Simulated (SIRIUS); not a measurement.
## MgS under changes of volume

One of the cells (22.670 Å³/atom); the others are scaled copies at fixed shape and fractional positions:

```
S Mg
1.0
     4.03462    0.00000    0.00000
    -2.01731    3.49409    0.00000
     0.00000    0.00000    6.43229
S Mg
2 2
Direct
  0.66667 0.33333 0.87924
  0.33333 0.66667 0.37924
  0.33333 0.66667 0.99575
  0.66667 0.33333 0.49575
```

The cell comes from a database or a generator and needn't be the stable form of this composition.

```yaml
Program: SIRIUS 7.12.0
Functional: LDA
Potentials_or_basis: all-electron FP-LAPW
Cutoff: 167 eV
Basis: apw+lo standard
k_mesh: 8 × 8 × 4
Occupations: fermi-dirac, width 0.05 eV
Spin: no spin polarisation
```

```csv
volume (Å³/atom),energy over the lowest point (meV/atom),gap on the mesh (eV)
21.309,2.72,3.46
21.763,0.00,3.35
22.216,0.90,3.25
22.670,5.21,3.15
23.123,12.46,3.05
23.576,22.46,2.96
24.030,?,?
```

Task: What does the run at 24.030 Å³/atom give?

Result: Energy over the lowest point 34.85 meV/atom; gap on the mesh 2.87 eV.

Worked out: A Birch-Murnaghan fit of order 3 (a polynomial in V^(-2/3)) to the other rows has its minimum at 21.87 Å³/atom with B0 = V·E''(V) = 61 GPa and B' = 3.8 at fixed shape and positions, which overstates the stiffness. It gives 34.95 meV/atom at 24.030 Å³/atom, against the run's 34.85. A straight line through the other rows of the gap, of slope -4.95 eV per unit of ln V (its deformation potential), extrapolates to 2.86 eV, against the run's 2.87.

Energies are extrapolated to zero smearing.
